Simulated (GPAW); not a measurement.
## Al2O3 (Corundum): single point with PBE

**Experimental background.**

From “Multi-petahertz electron interference in Cr:Al2O3 solid-state material”, 2018, pmc:5906618, for a bulk crystal of Al2O3: band gap 8.7 eV (optical).

The system is Al2O3 (Corundum).

```xyz
10
Lattice="2.3803 1.3742 4.3319 -2.3803 1.3742 4.3319 0.0000 -2.7485 4.3319" Properties=species:S:1:pos:R:3 pbc="T T T"
Al    0.0000    0.0000   11.0743
Al    0.0000    0.0000    1.9213
Al    0.0000    0.0000    8.4191
Al    0.0000    0.0000    4.5765
O    -1.6503   -0.1099    5.4148
O     1.6503    0.1099    7.5808
O     0.9203   -1.3742    5.4148
O    -0.9203    1.3742    7.5808
O     0.7300    1.4841    5.4148
O    -0.7300   -1.4841    7.5808
```

```json
{"Program": "GPAW 26.7.0", "Task": "single point", "Functional": "PBE", "Potentials or basis": "GPAW PAW data sets (gpaw-data 1.2.1)", "Cutoff": "650 eV", "Basis": "pw", "k mesh": "5 × 5 × 5", "Occupations": "fermi-dirac, width 0.05 eV", "Spin": "no spin polarisation"}
```

```
Pressure               : 6.7 GPa
Largest force          : 0.047 eV/Å
Band gap on the k mesh : 6.23 eV, direct
```

Forces on the atoms (eV/Å):
```
Al   0.000  0.000 -0.047
Al   0.000  0.000  0.047
Al   0.000  0.000  0.047
Al   0.000  0.000 -0.047
O   -0.015 -0.027  0.000
O    0.015  0.027  0.000
O    0.031  0.000  0.000
O   -0.031  0.000  0.000
O   -0.015  0.027  0.000
O    0.015 -0.027  0.000
```

Stress tensor (GPa, compression positive):
```
7.04 0.00 0.00
0.00 7.04 0.00
0.00 0.00 6.14
```

Levels at points of the mesh, in eV from the valence-band top:
```tsv
k point	band 22	band 23	band 24	band 25	band 26	band 27
(0.00, 0.00, 0.00)	-0.04	-0.04	0.00	6.23	9.15	10.76
```

Wall time 69 s on 1 thread of Arm Neoverse V1, on a shared host, peak memory 0.26 GiB.

A measured gap of Al2O3 is 8.7 eV (optical; quoted in “Multi-petahertz electron interference in Cr:Al2O3 solid-state material”, 2018, pmc:5906618); the calculated 6.23 eV misses it by -2.47 eV. The value is that of PBE, without temperature or zero-point motion. Semilocal functionals fall short of measured gaps as a rule.

Caveat: the cutoff is short for stress and forces, so pressures can be off by a GPa or more.
